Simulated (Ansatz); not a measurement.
# Localised basis functions on generalised stacking fault on (110) of a LiCl-LiBr solid solution (56 atoms)

Aim: test how closely localised support functions follow the reference on generalised stacking fault on (110) of a LiCl-LiBr solid solution (56 atoms), and at what cost. A setting counts as converged where the r.m.s. difference of forces stays under 1 % of the r.m.s. force.

Main program and level: Ansatz 0.2.0; Kohn-Sham DFT, PBE, PAW (set soft_2), plane waves.

## (1) The system as given

The cell holds 56 atoms: 28 Li, 10 Br and 18 Cl. Its edges and angles: a = 7.448 Å, b = 5.266 Å, c = 26.357 Å, α = 90.0°, β = 85.3°, γ = 90.0°. It derives from LiCl and LiBr. Rock-salt LiCl (a = 5.2663 Å), cell with z along [110], 2 x 1 x 7 periods; the third cell vector is tilted by 0.583 of 1/2[1-10] and lengthened by 0.2 Å, so the cell holds one fault; displaced by a Gaussian of 0.01 Å; 10 of 28 Cl sites given to Br at random (lattice constant by Vegard's rule between LiCl and LiBr).

Before any run, some limits are plain. The cell is under 6 Å thick along one periodic direction, so every atom has periodic images of itself close by, which move with it and show among its neighbours and in g(r). The host structure and its lattice constant were typed by rule, without a check against the phase diagram.

## (2) Plane-wave single point

The first run fixes the reference, at a cutoff of 420 eV.

input.yaml reads:

```yaml
crystal:
  lattice:
    - [7.44767, 0.0, 0.0]
    - [0.0, 5.2663, 0.0]
    - [2.17226, 0.0, 26.26686]
  atoms:
    - { symbol: Li, position: [0.71246, 0.00218, 0.992] }
    - { symbol: Br, position: [0.7292, 0.0014, 0.07085] }
    - { symbol: Li, position: [0.9591, 0.99891, 0.14148] }
    - { symbol: Cl, position: [0.68694, 0.00223, 0.21221] }
    - { symbol: Li, position: [0.91834, 0.00101, 0.28303] }
    - { symbol: Cl, position: [0.64591, 0.00063, 0.35393] }
    - { symbol: Li, position: [0.87462, 0.00064, 0.42515] }
    - { symbol: Cl, position: [0.60524, 0.00185, 0.49638] }
    - { symbol: Li, position: [0.8367, 0.00041, 0.56668] }
    - { symbol: Cl, position: [0.56513, 0.00094, 0.63754] }
    - { symbol: Li, position: [0.7947, 0.00077, 0.70841] }
    - { symbol: Cl, position: [0.52282, 0.99799, 0.77951] }
    - { symbol: Li, position: [0.75138, 0.9998, 0.85007] }
    - { symbol: Cl, position: [0.48138, 0.00101, 0.92026] }
    - { symbol: Li, position: [0.21226, 0.00418, 0.99257] }
    - { symbol: Br, position: [0.23029, 0.00428, 0.07067] }
    - { symbol: Li, position: [0.45769, 0.00107, 0.14098] }
    - { symbol: Cl, position: [0.18635, 0.00244, 0.2126] }
    - { symbol: Li, position: [0.41659, 0.00086, 0.28323] }
    - { symbol: Br, position: [0.14575, 0.99656, 0.35332] }
    - { symbol: Li, position: [0.37475, 0.00205, 0.42486] }
    - { symbol: Cl, position: [0.107, 0.99816, 0.49573] }
    - { symbol: Li, position: [0.33508, 0.00032, 0.5666] }
    - { symbol: Cl, position: [0.06617, 0.00087, 0.63782] }
    - { symbol: Li, position: [0.29464, 0.99943, 0.70851] }
    - { symbol: Cl, position: [0.02283, 0.99911, 0.77891] }
    - { symbol: Li, position: [0.2479, 0.99848, 0.84995] }
    - { symbol: Cl, position: [0.98103, 0.99613, 0.92143] }
    - { symbol: Li, position: [0.23229, 0.5052, 0.07052] }
    - { symbol: Cl, position: [0.9617, 0.4995, 0.14101] }
    - { symbol: Li, position: [0.18853, 0.5011, 0.2122] }
    - { symbol: Cl, position: [0.91743, 0.50118, 0.28328] }
    - { symbol: Li, position: [0.14549, 0.49792, 0.35374] }
    - { symbol: Br, position: [0.87335, 0.49807, 0.42484] }
    - { symbol: Li, position: [0.10736, 0.49838, 0.49532] }
    - { symbol: Cl, position: [0.83442, 0.49676, 0.56652] }
    - { symbol: Li, position: [0.06727, 0.49957, 0.63784] }
    - { symbol: Cl, position: [0.79202, 0.50368, 0.70815] }
    - { symbol: Li, position: [0.02279, 0.50033, 0.77933] }
    - { symbol: Cl, position: [0.75288, 0.49983, 0.85063] }
    - { symbol: Li, position: [0.9797, 0.50126, 0.92124] }
    - { symbol: Cl, position: [0.7123, 0.50093, 0.99157] }
    - { symbol: Li, position: [0.73049, 0.50282, 0.07082] }
    - { symbol: Br, position: [0.45783, 0.50002, 0.14193] }
    - { symbol: Li, position: [0.68812, 0.49862, 0.21185] }
    - { symbol: Br, position: [0.4177, 0.50284, 0.28276] }
    - { symbol: Li, position: [0.64789, 0.49897, 0.3542] }
    - { symbol: Br, position: [0.37422, 0.50279, 0.42484] }
    - { symbol: Li, position: [0.60602, 0.49823, 0.49621] }
    - { symbol: Cl, position: [0.33335, 0.49874, 0.56729] }
    - { symbol: Li, position: [0.564, 0.49871, 0.6377] }
    - { symbol: Br, position: [0.29318, 0.49958, 0.70849] }
    - { symbol: Li, position: [0.52251, 0.50001, 0.77954] }
    - { symbol: Br, position: [0.2498, 0.50152, 0.85002] }
    - { symbol: Li, position: [0.48032, 0.49745, 0.92088] }
    - { symbol: Br, position: [0.20972, 0.50399, 0.99235] }
kpoints:
  mp_grid: { grid: [2, 3, 1] }
hamiltonian:
  xc: pbe
scf:
  occupations: { method: fermi_dirac, width: 0.05 }
output:
  forces: true
  stress: true
  populations: true
  dos:
    method: { smearing: { sigma: 0.08 } }
    de: 0.1
    projected: { site_lists: { Br: [Br], Cl: [Cl], Li: [Li] } }
  eigenvalues: true
  write_density: true
  write_potential: true
  volumetric_format: npy
  elf: true
```

The run is started by

```bash
> ansatz run input.yaml --threads 4 --pin off --max-ram 8192MiB --backend cpu --events-out ev --progress --plain --runs-dir out
```

The log of the run:

```text
Engine: ansatz 0.2.0, aarch64-unknown-linux-gnu
Pseudopotentials: kind: paw
Pseudopotential: Li, paw, valence charge 3, recommended cutoff 420 eV (normal), Li.paw.azcp
Pseudopotential: Br, paw, valence charge 7, recommended cutoff 420 eV (normal), Br.paw.azcp
Pseudopotential: Cl, paw, valence charge 7, recommended cutoff 420 eV (normal), Cl.paw.azcp
[... 5 lines on functional and potentials left out ...]
Crystal: 56 atoms, lattice volume = 1030.230 Å³
Basis set: ecut = 420 eV, 20197 PW (Γ), exchange–correlation on 100×72×360 points (8 copies of the dense FFT grid, shifted against one another)
Bands: 196, of which v1, the nominal top of the filled ones, is band 140 counted from 1 (139 counted from 0)
Symmetry: 1 space group operations
Space group: P1 (ITA 1), of the structure as read, at distance tolerance 1.0e-4 Å
k-points: 4 of 6 (time reversal used)
[... 7 lines on functional and potentials left out ...]
Initial density: superposition of atomic densities (neutral atoms: chi_scale 0, normalization atom), corrected by the library's trained network
Initial wavefunctions: pseudopotential atomic-orbital guess
Functional: x = pbe(κ = 0.804, μ = 0.219515), c = pbe(β = 0.066725)
SCF iter   1: F=—  HF=-53088.127060 eV  |F-HF|=—  |Δ(HF+E_count)|=         —  Δρ=3.85e-4  dr2=7.57e-3  ethr=1.77e-3  ⟨swp⟩=12.8  Hψ=4908  notcnv=0  defer=65
preconditioner: auto → Resta (q_TF=auto, 2.196 Å⁻¹)  ε∞=2.9  [insulator: Δε(μ)=5.272 eV  Ē_g=12.475 eV  σ=0.050 eV  W_gap=1.00  n_scr=186 (ndim 8)  ℏωp=17.3 eV  f_vac=0.002  D(μ)=0.00/eV (n_scr^D=0)  ε∞_Penn≈2.9]
SCF iter   2: F=—  HF=-53088.124457 eV  |F-HF|=—  |Δ(HF+E_count)|=   2.60e-3  Δρ=2.33e-4  dr2=2.59e-3  ethr=2.71e-6  ⟨swp⟩=3.2  Hψ=1568  notcnv=0  defer=86
SCF iter   3: F=—  HF=-53088.123561 eV  |F-HF|=—  |Δ(HF+E_count)|=   8.96e-4  Δρ=9.58e-5  dr2=3.01e-4  ethr=9.23e-7  ⟨swp⟩=2.2  Hψ=947  notcnv=0  defer=86
SCF iter   4: F=—  HF=-53088.123481 eV  |F-HF|=—  |Δ(HF+E_count)|=   7.93e-5  Δρ=4.14e-5  dr2=5.35e-5  ethr=1.08e-7  ⟨swp⟩=2.0  Hψ=813  notcnv=0  defer=86
SCF iter   5: F=—  HF=-53088.122767 eV  |F-HF|=—  |Δ(HF+E_count)|=   7.14e-4  Δρ=1.24e-5  dr2=3.39e-6  ethr=1.91e-8  ⟨swp⟩=2.0  Hψ=1292  notcnv=0  defer=94
SCF iter   6: F=—  HF=-53088.122767 eV  |F-HF|=—  |Δ(HF+E_count)|=   3.02e-7  Δρ=3.40e-6  dr2=2.48e-7  ethr=1.21e-9  ⟨swp⟩=2.0  Hψ=921  notcnv=0  defer=94
SCF iter   7: F=-53088.122767 eV  HF=-53088.122767 eV  |F-HF|=1.25e-8  |Δ(HF+E_count)|=   4.11e-8  Δρ=1.01e-6  dr2=2.30e-8  ethr=3.57e-11  ⟨swp⟩=26.2  Hψ=7058  notcnv=0
SCF 1 converged in 7 iterations: F = -53088.122767 eV  dr2 = 2.30e-8
  greatest PAW one-centre occupation: 1.000 electrons in one spin orbital (limit 2), on the Li atom at site 14 (counted from 0), in its partial waves of l = 0
SCF converged after 7 iterations
Free energy (F): -53088.122767 eV
Harris-Foulkes:  -53088.122767 eV  (|F-HF|=1.25e-8)
Internal energy: -53088.122767 eV  (E = F + TS)
E sigma→0 (E₀):  -53088.122767 eV
Fermi energy:    4.824337 eV
--- Per-component energies (eV) ---
  E_band       = -2897.678206
  E_kinetic    = 4872.695044
  E_local      = -9217.121226  (includes V_loc(G=0)·N_el)
  E_nonlocal   = 289.169358
  E_hartree    = 2613.988928
  E_xc         = -4899.194177
  E_vxc        = -3652.226368  (∫ρ·V_xc dr)
  E_paw        = -34923.548415  (= ΣΔE_a)
  E_vpaw       = -418.176405  (= ΣTr[D̂ρ^β])
  E_aug_tail   = 0.002043  (compensation charges beyond the density's cutoff)
  E_ewald      = -11824.114322
  E_smearing   = -0.000000  (= −TS)
  E_closure    = -0.000000  (closes the sum)
  Σ components = -53088.122767   (vs F -53088.122767, Δ=0.00e0)
--- Forces (eV/Å), atoms counted from 1 ---
  atom   1  Li    -0.26433909    -0.00012065    -2.19282813
  atom   2  Br     0.40081773    -0.01231950     2.06858921
  atom   3  Li     0.00436390     0.00754771     0.18054554
  atom   4  Cl     0.08350061    -0.01450258     0.02073442
  atom   5  Li    -0.14671366    -0.00044531    -0.14430975
  atom   6  Cl     0.02471185     0.00774956    -0.00795462
  atom   7  Li    -0.11911089    -0.01884021     0.11139837
  atom   8  Cl    -0.00399908    -0.02836454     0.02920035
  atom   9  Li    -0.01299172     0.00018358     0.01353829
  atom  10  Cl     0.02706259    -0.01293496    -0.02096302
  atom  11  Li    -0.01279489    -0.00487318    -0.01191722
  atom  12  Cl     0.05878609     0.03284741    -0.00339993
  atom  13  Li    -0.00753658    -0.00187426     0.00726009
  atom  14  Cl     0.06161197     0.01010612     0.15843811
[...]
atom  55  Li     0.23541821     0.00753563     0.07034492
  atom  56  Br    -0.40494269    -0.03365082    -2.34660991
  max |Σ_I F_I| component: 1.55e-4 eV/Å
--- Stress (GPa, compression-positive) ---
        0.700406      -0.003935       0.393130
       -0.003935       0.754671       0.001377
        0.393131       0.001377       2.497510
  P = ⅓ Tr σ = 1.3175 GPa (13.175 kbar)
--- Band table (eV) ---
  k-point 0: bands = ["-42.1321", "-42.1237", "-42.1184", "-42.1164", [... 180 levels ...], "10.9604", "11.1529", "11.2072", "11.2087", "11.2501", "11.2543", "11.3072", "11.3720", "11.4239", "11.4654", "11.4749", "11.5061"]
[...]
--- Löwdin populations: 56 sites ---
  site symbol       q [e]
     0     Li      2.3229
     1     Br      7.5614
     2     Li      2.3400
[...]
55     Br      7.5605
  spilling = 0.006225 (of n_electrons = 280.000000)
```

Run time: 44 s. Hardware: 4 threads of Arm Neoverse V2, shared host; peak memory 3 GiB; 2.3 min of CPU time.

Read from the output:

```yaml
free_energy: -53088.1228 eV
free_energy_per_atom: -948.0022 eV/atom
scf_cycles: 7
pressure: 1.318 GPa
r_m_s_force_component: 0.4546 eV/Å
longest_force: 2.414 eV/Å
fermi_energy: 4.824 eV
spacing_of_highest_filled_and_lowest_empty_level: 5.346 eV
spilling_of_the_projection: 0.006225
```

The r.m.s. force component of 0.45 eV/Å sets the scale for the differences below.

## (3) Support functions medium

The cell is solved in localised support functions. The level medium gives here a grid of 36×24×120 points and a radius of 3.97 Å.

This step: Kohn-Sham DFT, PBE, PAW (set soft_2), localised support functions (medium) (Ansatz 0.2.0).

input.yaml, the sections that differ from step 2:

```yaml
scf:
  occupations: { method: fermi_dirac, width: 0.05 }
  eigensolver: { kind: { support_functions: { accuracy: medium } } }
  mixing: { beta: 0.2 }
  max_iter: 150
output:
  forces: true
# crystal, kpoints, hamiltonian: as in step 2
```

The log of the run:

```text
Warning: scf.eigensolver.kind.support_functions: disabling space-group detection — the functions' gradient is summed over unrotated k-points, so no spatial operation reduces the k-mesh or symmetrises the density; time reversal is kept, so that k and −k are solved as one point where they differ and the mesh holds both, and exact exchange and, on two spinor components, a DFT+U term hold to it where the run has them: [...]
settings of this run that can trade accuracy for cost: scf.eigensolver.kind.support_functions [...]
[...]
Crystal: 56 atoms, lattice volume = 1030.230 Å³
Basis set: ecut = 420 eV, 20197 PW (Γ), exchange–correlation on 100×72×360 points (8 copies of the dense FFT grid, shifted against one another)
Bands: 168, of which v1, the nominal top of the filled ones, is band 140 counted from 1 (139 counted from 0)
Symmetry: 1 space group operations
k-points: 4 of 6 (time reversal used)
[...]
Eigensolver: Support functions (medium, 36×24×120 points, laid for a spacing of at most 0.228497 Å, radius 3.967916 Å, 3 species' potentials softened for the grid, 3 wholly corrected for its errors in the mean over positions, 3 with the egg-box correction, energy correction by stochastic trace)
[...]
SCF iter   1: F=—  HF=-53085.013398 eV  |F-HF|=—  |Δ(HF+E_count)|=         —  Δρ=2.54e-2  dr2=6.75e0  ethr=1.00e-1
[...]
SCF iter  16: F=—  HF=-53088.131019 eV  |F-HF|=—  |Δ(HF+E_count)|=   2.47e-4  Δρ=1.48e-5  dr2=2.48e-6  ethr=1.00e-9  κ⁻¹=1.3e-5(r=7)
SCF iter  17: F=-53088.131018 eV  HF=-53088.131018 eV  |F-HF|=3.65e-8  |Δ(HF+E_count)|=   8.00e-7  Δρ=4.11e-6  dr2=2.32e-7  ethr=8.84e-10
SCF 1 converged in 17 iterations: F = -53088.136774 eV  dr2 = 2.32e-7
[...]
SCF converged after 17 iterations
Stability not checked: this state was not tested for a lower state beside it, because the mixer in use, unlike msr1, does not test its closes by its own steps (another_mixer; see scf.mixing.algorithm and scf.lower_state_search)
Free energy (F): -53088.136774 eV
[...]
Internal energy: -53088.136774 eV  (E = F + TS)
E sigma→0 (E₀):  -53088.136774 eV
Fermi energy:    4.824435 eV
[...]
Σ components = -53088.136774   (vs F -53088.136774, Δ=0.00e0)
--- Forces (eV/Å), atoms counted from 1 ---
  atom   1  Li    -0.26427039    -0.00011350    -2.19313993
  atom   2  Br     0.40071156    -0.01229118     2.06896252
  atom   3  Li     0.00436633     0.00752188     0.18077450
  atom   4  Cl     0.08352030    -0.01450737     0.02078831
[...]
atom  56  Br    -0.40482187    -0.03352444    -2.34679561
  max |Σ_I F_I| component: 1.32e-3 eV/Å
--- Band table (eV) ---
[...]
guard bands above this table: 24 of the run's 168 bands (output.publish_guard_bands: true publishes all)
[...]
```

It took 67 s on 4 threads; peak memory 2 GiB.

The program notes that the band table was not solved further than the SCF left it and it switched symmetry off.

Keys that differ from the reference: support_functions.accuracy = "medium", scf.max_iter = 150 and scf.mixing.beta = 0.2.

Forces differ from the reference by 0.13 meV/Å r.m.s., 0.028 % of their size, well within a tolerance of 1 %; the energy by -0.25 meV/atom. It took roughly 1.5 times the reference's time (one timing each, with unlike analyses asked), in 17 cycles against 7.

## (4) Support functions low

The level low is asked for. Here it resolves to the same grid and radius as in the run with support functions medium, so the basis is not new.

This step: Kohn-Sham DFT, PBE, PAW (set soft_2), localised support functions (low) (Ansatz 0.2.0).

input.yaml, the sections that differ from step 3:

```yaml
scf:
  occupations: { method: fermi_dirac, width: 0.05 }
  eigensolver: { kind: { support_functions: { accuracy: low } } }
  mixing: { beta: 0.2 }
  max_iter: 150
# crystal, kpoints, hamiltonian, output: as in step 3
```

The log of the run:

```text
[...]
Crystal: 56 atoms, lattice volume = 1030.230 Å³
Basis set: ecut = 420 eV, 20197 PW (Γ), exchange–correlation on 100×72×360 points (8 copies of the dense FFT grid, shifted against one another)
Bands: 168, of which v1, the nominal top of the filled ones, is band 140 counted from 1 (139 counted from 0)
Symmetry: 1 space group operations
k-points: 4 of 6 (time reversal used)
[...]
Eigensolver: Support functions (low, 36×24×120 points, laid for a spacing of at most 0.228497 Å, radius 3.967916 Å, 3 species' potentials softened for the grid, 3 wholly corrected for its errors in the mean over positions, 3 with the egg-box correction, energy correction by stochastic trace)
[...]
SCF iter   1: F=—  HF=-53085.013398 eV  |F-HF|=—  |Δ(HF+E_count)|=         —  Δρ=2.54e-2  dr2=6.75e0  ethr=1.00e-1
[...]
SCF iter  14: F=—  HF=-53088.130494 eV  |F-HF|=—  |Δ(HF+E_count)|=   3.23e-4  Δρ=5.61e-5  dr2=2.83e-5  ethr=1.53e-8  κ⁻¹=5.1e-6(r=7)
SCF iter  15: F=-53088.130773 eV  HF=-53088.130772 eV  |F-HF|=1.32e-6  |Δ(HF+E_count)|=   2.78e-4  Δρ=1.52e-5  dr2=2.81e-6  ethr=1.01e-8
SCF 1 converged in 15 iterations: F = -53088.136770 eV  dr2 = 2.81e-6
[...]
SCF converged after 15 iterations
[...]
Free energy (F): -53088.136770 eV
[...]
Internal energy: -53088.136770 eV  (E = F + TS)
E sigma→0 (E₀):  -53088.136770 eV
Fermi energy:    4.824404 eV
[...]
Σ components = -53088.136770   (vs F -53088.136770, Δ=0.00e0)
--- Forces (eV/Å), atoms counted from 1 ---
  atom   1  Li    -0.26428707    -0.00013657    -2.19305195
  atom   2  Br     0.40071678    -0.01227543     2.06885040
  atom   3  Li     0.00437026     0.00751793     0.18085441
  atom   4  Cl     0.08345493    -0.01449990     0.02073586
[...]
atom  56  Br    -0.40483953    -0.03351184    -2.34665314
  max |Σ_I F_I| component: 1.95e-3 eV/Å
--- Band table (eV) ---
[...]
```

It took 63 s on 4 threads; peak memory 2 GiB.

Keys that differ from the reference: support_functions.accuracy = "low", scf.max_iter = 150 and scf.mixing.beta = 0.2.

Forces differ from the reference by 0.14 meV/Å r.m.s., 0.030 % of their size, well within a tolerance of 1 %; the energy by -0.25 meV/atom. It took roughly 1.4 times the reference's time (one timing each, with unlike analyses asked), in 15 cycles against 7.

## (5) Support functions high

The cell is solved in localised support functions. The level high gives here a grid of 48×30×144 points and a radius of 4.75 Å.

This step: Kohn-Sham DFT, PBE, PAW (set soft_2), localised support functions (high) (Ansatz 0.2.0).

input.yaml, the sections that differ from step 4:

```yaml
scf:
  occupations: { method: fermi_dirac, width: 0.05 }
  eigensolver: { kind: { support_functions: { accuracy: high } } }
  mixing: { beta: 0.2 }
  max_iter: 150
# crystal, kpoints, hamiltonian, output: as in step 4
```

The log of the run:

```text
[...]
Crystal: 56 atoms, lattice volume = 1030.230 Å³
Basis set: ecut = 420 eV, 20197 PW (Γ), exchange–correlation on 120×80×384 points (8 copies of the dense FFT grid, shifted against one another)
Bands: 168, of which v1, the nominal top of the filled ones, is band 140 counted from 1 (139 counted from 0)
Symmetry: 1 space group operations
k-points: 4 of 6 (time reversal used)
[...]
Eigensolver: Support functions (high, 48×30×144 points, laid for a spacing of at most 0.186952 Å, radius 4.748869 Å, 2 species' potentials softened for the grid, 3 wholly corrected for its errors in the mean over positions, 3 with the egg-box correction, energy correction by stochastic trace)
[...]
SCF iter   1: F=—  HF=-53085.705323 eV  |F-HF|=—  |Δ(HF+E_count)|=         —  Δρ=2.55e-2  dr2=6.84e0  ethr=1.00e-1
[...]
SCF iter  18: F=—  HF=-53088.138320 eV  |F-HF|=—  |Δ(HF+E_count)|=   3.25e-5  Δρ=3.13e-6  dr2=1.34e-7  ethr=7.03e-11  κ⁻¹=4.4e-6(r=7)
SCF iter  19: F=-53088.138350 eV  HF=-53088.138350 eV  |F-HF|=2.36e-8  |Δ(HF+E_count)|=   2.92e-5  Δρ=2.26e-6  dr2=5.71e-8  ethr=4.80e-11
SCF 1 converged in 19 iterations: F = -53088.139153 eV  dr2 = 5.71e-8
[...]
SCF converged after 19 iterations
[...]
Free energy (F): -53088.139153 eV
[...]
Internal energy: -53088.139153 eV  (E = F + TS)
E sigma→0 (E₀):  -53088.139153 eV
Fermi energy:    4.824008 eV
[...]
Σ components = -53088.139153   (vs F -53088.139153, Δ=0.00e0)
--- Forces (eV/Å), atoms counted from 1 ---
  atom   1  Li    -0.26435379    -0.00016189    -2.19302946
  atom   2  Br     0.40079870    -0.01232190     2.06874926
  atom   3  Li     0.00438271     0.00758189     0.18058831
  atom   4  Cl     0.08346311    -0.01450212     0.02070248
[...]
atom  56  Br    -0.40496764    -0.03363656    -2.34673285
  max |Σ_I F_I| component: 2.92e-4 eV/Å
--- Band table (eV) ---
[...]
```

The job ended after 3.2 min (4 threads; peak memory 4 GiB; 12 min of CPU time).

Keys that differ from the reference: support_functions.accuracy = "high", scf.max_iter = 150 and scf.mixing.beta = 0.2.

Forces differ from the reference by 0.045 meV/Å r.m.s., 0.0099 % of their size, well within a tolerance of 1 %; the energy by -0.29 meV/atom. It took roughly 4.4 times the reference's time (one timing each, with unlike analyses asked), in 19 cycles against 7.

(Part 1 of 3 ends here.)

[Long decimals in the printed logs are rounded to 6 places.]

[Logs are printed without paths, hosts, clocks, repeated set-up lines and the standing remarks that a program may print on its own settings, such as how far it seeks lower states.]

[Hosts, paths, dates, database ids (printed as entryN), source tags and the programs' standing remarks are cut or masked in the printed files.]
